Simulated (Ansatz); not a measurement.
Runs of Ansatz 0.2.0 on V. It takes space group Fm-3m (No. 225, cubic). The conventional cell has a = 3.790 Å, b = 3.790 Å, c = 3.790 Å, α = 90.00°, β = 90.00°, γ = 90.00°. V (site symmetry m-3m) is surrounded by 12 V at 2.68 Å. This isn't the form of V at room conditions, which is bcc.

```csv
task,level,spin,cell,k mesh,cutoff (eV),smearing,moments locked,basis xc grid,basis error allowed,other keys,gap on the mesh (eV),pressure (GPa),moment (μB)
elastic constants,RPBE+D4,"collinear, ferromagnetic start, moments held on the sites",as given,9 × 9 × 9,263,cold 0.15 eV,"each atom's moment, at its start value",-,0.001 eV/atom,-,none,-,2.34
density of states,PBE-PBEsol,"collinear, ferromagnetic start",cell stretched,12 × 12 × 12,206,fermi-dirac 0.05 eV,-,3,0.001 eV/atom,basis.xc_grid = 3,none,-23.3,0.00
single point,PBE,"collinear, ferromagnetic start",cell strained at random at fixed volume,12 × 12 × 12,254,fermi-dirac 0.05 eV,-,-,0.001 eV/atom,-,none,3.7,0.00
single point,PBE,"collinear, ferromagnetic start",as given,12 × 12 × 12,245,fermi-dirac 0.05 eV,-,-,0.001 eV/atom,-,none,(a),0.00
```

Alike in all rows: potentials or basis all-electron LAPW, scalar-relativistic.

Q: Fill in the values left out.

A: (a) 3.8.

Caveats: the starting moments weren't kept (some runs); the cell is more than 3 GPa from zero pressure, which shifts response properties (some runs); each atom's moment is held at its typed value, so this isn't a free magnetic state (some runs); the k mesh is thin for a metal, which can move the energy by tens of meV per atom (some runs); elastic constants of metals need much finer meshes, so these are rough (some runs); pairwise dispersion overbinds metals, which lowers pressure and volume (some runs).

A gap of «none» marks a metal or a gap under the smearing width.
